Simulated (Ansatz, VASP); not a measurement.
## One calculation of C, two programs

Contents of INCAR:

```
PREC = Accurate ; ENCUT = 520
EDIFF = 1E-7 ; ISMEAR = 0
SIGMA = 0.05 ; LREAL = False
LASPH = True ; NELM = 100
ALGO = Normal ; ISIF = 2
LWAVE = False ; LCHARG = True
GGA = PE ; LELF = True
LVHAR = True ; NBANDS = 26
```

KPOINTS

```
Automatic mesh
0
Gamma
  12 12 4
```

Contents of POSCAR:

```
C
1.0
    2.5809689538      0.0000000000      0.0000000000
   -1.2904844769      2.2351846804      0.0000000000
    0.0000000000      0.0000000000      8.0969734774
C
8
Direct
    0.0000000000      0.0000000000      0.0929681641
    0.0000000000      0.0000000000      0.5929681641
    0.0000000000      0.0000000000      0.4070318359
    0.0000000000      0.0000000000      0.9070318359
    0.3333333333      0.6666666667      0.1555285626
    0.6666666667      0.3333333333      0.6555285626
    0.3333333333      0.6666666667      0.3444714374
    0.6666666667      0.3333333333      0.8444714374
```

Input for Ansatz:

```yaml
crystal:
  lattice:
    - [2.5809689538, 0.0, 0.0]
    - [-1.2904844769, 2.2351846804, 0.0]
    - [0.0, 0.0, 8.0969734774]
  atoms:
    - { symbol: C, position: [0.0, 0.0, 0.0929681641] }
    - { symbol: C, position: [0.0, 0.0, 0.5929681641] }
    - { symbol: C, position: [0.0, 0.0, 0.4070318359] }
    - { symbol: C, position: [0.0, 0.0, 0.9070318359] }
    - { symbol: C, position: [0.3333333333, 0.6666666667, 0.1555285626] }
    - { symbol: C, position: [0.6666666667, 0.3333333333, 0.6555285626] }
    - { symbol: C, position: [0.3333333333, 0.6666666667, 0.3444714374] }
    - { symbol: C, position: [0.6666666667, 0.3333333333, 0.8444714374] }
basis:
  ecutwfc: 420
kpoints:
  mp_grid: { grid: [12, 12, 4] }
hamiltonian:
  xc: pbe
scf:
  occupations: { method: gaussian, width: 0.05 }
output:
  forces: true
  stress: true
  eigenvalues: true
```

Change from the starting cell: strain +0.025 along x and y, -0.025 along z, atoms carried along.

Alike in both runs: task single point; functional PBE; k mesh 12 × 12 × 4; occupations gaussian, width 0.05 eV; no spin polarisation.

|  | VASP | Ansatz |
| --- | --- | --- |
| version | VASP 6.6.1 | Ansatz 0.2.0 |
| potentials or method | VASP PAW PBE potentials, release 64 (C) | scalar-relativistic, plane waves, PAW |
| plane-wave cutoff (eV) | 520 | 420 |
| valence electrons in the cell | 32 | 32 |

Ansatz gave:

* gap on the k mesh at the Fermi level (eV): 3.85
* least direct gap on the mesh (eV): 4.67
* pressure (GPa): -8.4
* largest component of the traceless stress (GPa): 39.02
* rms of the force components (eV/Å): 0.106

Task: Estimate VASP's values.

Result: gap on the k mesh at the Fermi level (eV): 3.84; least direct gap on the mesh (eV): 4.66; pressure (GPa): -7.9; largest component of the traceless stress (GPa): 39.22; rms of the force components (eV/Å): 0.113.

Atom by atom the forces differ by 0.008 eV/Å (rms over components). The functional is the same, so the differences come from potentials, cutoffs and numerics.
